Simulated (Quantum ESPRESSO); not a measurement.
Runs of Quantum ESPRESSO 7.5 on Mo. It takes space group Im-3m (No. 229, cubic). The conventional cell has a = 3.168 Å, b = 3.168 Å, c = 3.168 Å, α = 90.00°, β = 90.00°, γ = 90.00°. Mo (site symmetry m-3m) has 8 Mo at 2.74 Å as nearest neighbours. 

```tsv
task	level	potentials or basis	spin	cell	k mesh	cutoff (eV)	smearing	mixing beta	SCF threshold	dos occupations	iterations	form of the LDA correlation	mesh quality	gap on the mesh (eV)	pressure (GPa)	V0 of scaled cells (Å³/atom)	B0 (GPa)
projected density of states	N12	PseudoDojo 0.4.1 SR PBE standard	non-collinear, ferromagnetic start	as given	10 × 10 × 10	1088	fermi-dirac 0.05 eV	0.3	2e-10 Ry	tetrahedra_opt	-	-	not flagged	none	-3.6	-	-
energy-loss spectrum	PBEsol	PseudoDojo 0.4 SR PBE stringent	off	as given	6 × 6 × 6	1088	gaussian 0.136 eV	0.5	2e-10 Ry	-	400	-	coarse	none	-9.1	-	-
phonon dispersion	LDA	JTH 2.0 LDA	off	relaxed	12 × 12 × 12	490	cold 0.2 eV	0.5	2e-10 Ry	-	-	PW92	not flagged	none	0.0	-	-
equation of state	PBE	SSSP 1.3 efficiency PBE	off	as given	12 × 12 × 12	816	fermi-dirac 0.05 eV	0.5	2e-10 Ry	-	-	-	not flagged	-	-	(b)	262
phonons	LDA	PseudoDojo 0.4.1 SR LDA standard	off	relaxed	8 × 8 × 8	1088	cold 0.2 eV	0.5	2e-10 Ry	-	-	PW92	coarse	none	0.0	-	-
phonons	AM05	PseudoDojo 0.4.1 SR PBE standard	off	relaxed	8 × 8 × 8	1088	cold 0.2 eV	0.5	2e-10 Ry	-	-	-	coarse	none	0.0	-	-
equation of state	r2SCAN	SG15 PBE 1.2	off	as given	9 × 9 × 9	952	fermi-dirac 0.05 eV	0.5	1e-08 Ry	-	-	-	coarse	-	-	15.56	(a)
single point	PBE	SSSP 1.3 efficiency PBE	off	as given	12 × 12 × 12	816	fermi-dirac 0.05 eV	0.5	2e-10 Ry	-	-	-	not flagged	none	-2.0	-	-
```

Problem. Estimate the missing entries.

Solution. (a) 277; (b) 15.77.

Caveats: some runs use coarse meshes; the potentials were made for another functional, which shifts forces and pressure (some runs); the mesh is thin for the phonons of a metal (some runs); non-collinear GGA energies in this program can be off by tens of meV an atom and hang on the start (some runs); the Lanczos chain is short for so many electrons, so humps in the spectrum may be artefacts (some runs); the cutoff is low for these files, which shifts pressure and relaxed volume (some runs).

A k mesh can miss the band edges, and the runs leave out spin-orbit coupling on Mo.

A gap of «none» marks a metal or a gap under the smearing width.

Not every run made on this cell is shown here.
